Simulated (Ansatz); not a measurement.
ZnS, DFT, PBEsol, all-electron LAPW, scalar-relativistic (Ansatz 0.2.0), run on 1 thread of Arm Neoverse V2 on a shared host.

The cell is COD entry 9008878, as deposited and not checked against the literature; nothing was relaxed. It differs from other determinations. The listed cell was then made from it by scaling, straining or moving an atom.

Command: `ansatz run input.yaml --threads 1 --pin off --max-ram 4096MiB --backend cpu --events-out ev --progress --plain --runs-dir out`

```yaml
crystal:
  lattice:
    - [3.8872187572, 0.0, 0.0]
    - [-1.9436093786, 3.3664301938, 0.0]
    - [0.0, 0.0, 6.234]
  atoms:
    - { symbol: Zn, position: [0.3333333333, 0.6666666667, 0.0] }
    - { symbol: Zn, position: [0.6666666667, 0.3333333333, 0.5] }
    - { symbol: S, position: [0.3333333333, 0.6666666667, 0.385] }
    - { symbol: S, position: [0.6666666667, 0.3333333333, 0.885] }
kpoints:
  mp_grid: { grid: [8, 8, 5] }
  band_path:
    path:
      - [0.0, 0.0, 0.0]
      - [0.5, 0.0, 0.0]
      - [0.3333333333, 0.3333333333, 0.0]
      - [0.0, 0.0, 0.0]
      - [0.0, 0.0, 0.5]
      - [0.5, 0.0, 0.5]
      - [0.3333333333, 0.3333333333, 0.5]
      - [0.0, 0.0, 0.5]
      - [0.5, 0.0, 0.5]
    npoints: 5
scf:
  occupations: { method: fermi_dirac, width: 0.03 }
hamiltonian:
  xc: pbesol
  pseudopotentials: { kind: all_electron, lapw: { basis_error: 0.001 } }
output:
  forces: true
  stress: true
  eigenvalues: true
```

Question: How large is the problem that the program sets up?

Answer: 30 irreducible k-points, 845 plane waves at Γ, 41 bands.

Question: Estimate the wall time and the peak memory.

Answer: 61 s of wall time for 9 SCF iterations, with a peak of 0.39 GiB. Times on shared machines scatter by tens of per cent.
